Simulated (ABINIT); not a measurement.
# InP: relaxation of cell and atoms with PBE

Crystal: InP.

```
In P
1.0
     0.00000    2.93050    2.93050
     2.93050    0.00000    2.93050
     2.93050    2.93050    0.00000
In P
1 1
Direct
  0.00000 0.00000 0.00000
  0.75000 0.75000 0.75000
```

```
Program                     : ABINIT 10.8.3 (patched build)
Task                        : relaxation of cell and atoms
Functional                  : PBE
Potentials or basis         : PseudoDojo NC SR PBE v0.4.1 standard
Cutoff                      : 952 eV
k mesh                      : 6 × 6 × 6
Occupations                 : fermi-dirac, width 0.05 eV
Spin                        : no spin polarisation
Cell freedom (optcell)      : 2
Optimiser (ionmov)          : 2
Cutoff smearing ecutsm (Ha) : 0.5
Force stop (Ha/bohr)        : 2e-05
```

The relaxed volume is 26.48 Å³/atom and the relaxed cell is a = 4.215 Å, b = 4.215 Å, c = 4.215 Å, α = 60.00°, β = 60.00°, γ = 60.00°. The space group after relaxing (to 0.05 Å) is F-43m (No. 216). The energy gained by relaxing is 13.3 meV/atom, the ionic steps are 5 and the pressure after relaxing is 0.0 GPa. The band gap on the k mesh is 0.43 eV, direct.

The path:
```
step  energy change (eV)  largest force (eV/Å)  pressure (GPa)  volume (Å³)
   1              0.0000                0.0000            3.42        50.33
   2             -0.0100                0.0000            2.65        50.86
   3             -0.0266                0.0000            0.17        52.81
   4             -0.0267                0.0000            0.01        52.95
   5             -0.0267                0.0000            0.00        52.96
```

Final structure:
```
In P
1.0
     0.00000    2.98062    2.98062
     2.98062    0.00000    2.98062
     2.98062    2.98062    0.00000
In P
1 1
Direct
  0.00000 0.00000 0.00000
  0.75000 0.75000 0.75000
```

Run time: 2.7 min on 1 thread of Arm Neoverse V1, on a shared host, peak memory 0.1 GiB.

Caveat: spin-orbit coupling is left out, which moves the levels of the heavy elements. PBE gaps usually lie below the measured ones, often by a third to a half.
